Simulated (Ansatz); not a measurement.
## Moving the functional in NaI

It takes space group Fm-3m (No. 225, cubic). The conventional cell has a = 6.473 Å, b = 6.473 Å, c = 6.473 Å, α = 90.00°, β = 90.00°, γ = 90.00°. Around I (site symmetry m-3m) lie 6 Na at 3.24 Å. Na (site symmetry m-3m) has 6 I at 3.24 Å as nearest neighbours.

Kept alike: task single point; k mesh 6 × 6 × 6; occupations fermi-dirac, width 0.05 eV; no spin polarisation. Program: Ansatz, PAW datasets made for the crystal. Cutoffs run from 260 to 290 eV. The mesh is that of the run's cell of 2 atoms. No spin-orbit coupling.

| run | band gap (eV) | pressure (GPa) |
| --- | --- | --- |
| A | 3.510 | -0.51 |
| B | 3.644 | 0.43 |
| C | 4.670 | 0.12 |
| D | 5.338 | 0.08 |

Pressure is positive in compression, with a Pulay correction for the finite cutoff. Spin-orbit coupling, left out here, moves the band edges of heavy atoms and can close or invert small gaps. A gap read on the mesh alone can miss an edge between its points.

**Question.** The runs differ in the functional (and the cutoff that goes with it) alone: HSE06; PBE; PBE0; PBEsol. Which run is which?

**Answer.** Run A is PBEsol; run B is PBE; run C is HSE06; run D is PBE0. The band gap runs from 3.510 (PBEsol) to 5.338 eV (PBE0). From PBE: HSE06 +1.026; PBE0 +1.694; PBEsol -0.134. The pressure runs from -0.51 (PBEsol) to 0.43 GPa (PBE). From PBE: HSE06 -0.31; PBE0 -0.35; PBEsol -0.94.
